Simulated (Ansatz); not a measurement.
# Lattice dynamics at Γ of PbO (h-MgO type)

Perturbation theory with PBEsol in the PAW code Ansatz on the PBEsol cell, ground state and force constants on a 6×6×4 mesh. The calculation is spin-unpolarised, and the structure need not be a phase that has been made.

The symmetry is P6_3/mmc (No. 194, hexagonal); conventional cell a = 4.240 Å, c = 5.243 Å, 20.40 Å³ an atom. Pb is surrounded by 5 O at 2.45–2.62 Å; O is surrounded by 5 Pb at 2.45–2.62 Å.

```xyz
4
Lattice="4.2396 0.0000 0.0000 -2.1198 3.6716 0.0000 0.0000 0.0000 5.2428" Properties=species:S:1:pos:R:3 pbc="T T T"
Pb    0.0000    2.4477    1.3107
Pb    2.1198    1.2239    3.9321
O     2.1198    1.2239    1.3107
O     0.0000    2.4477    3.9321
```

Optical modes without the longitudinal term (negative means imaginary):

| ω (cm⁻¹) | degeneracy | IR intensity, summed over the level ((D/Å)²/amu) |
| --- | --- | --- |
| -207 | 1 | 0.00 |
| -128 | 1 | 40.21 |
| 58 | 2 | 0.00 |
| 102 | 1 | 0.00 |
| 217 | 2 | 0.00 |
| 247 | 2 | 36.28 |

2 optical levels at Γ are imaginary (207i, 128i cm⁻¹, printed negative), so this structure is unstable at this level. The program warns that the force constants, and all that is formed from them, aren't settled on this k mesh. Of the real levels 1 is infrared active, the strongest at 247 cm⁻¹.

The clamped-ion dielectric constant comes out as 8.30 along x and y, 10.75 along z. Born charges, averaged over directions: Pb +2.81, O -2.81 e.

For comparison, on the r2SCAN cell the mean ε∞ is 8.62 with PBE (ground state on 6×6×4; least gap 1.28 eV).

Spin-orbit coupling is left out; in compounds of Pb, Bi, Tl or Hg it can lower a gap by up to about 1 eV, split its edges or invert the bands.
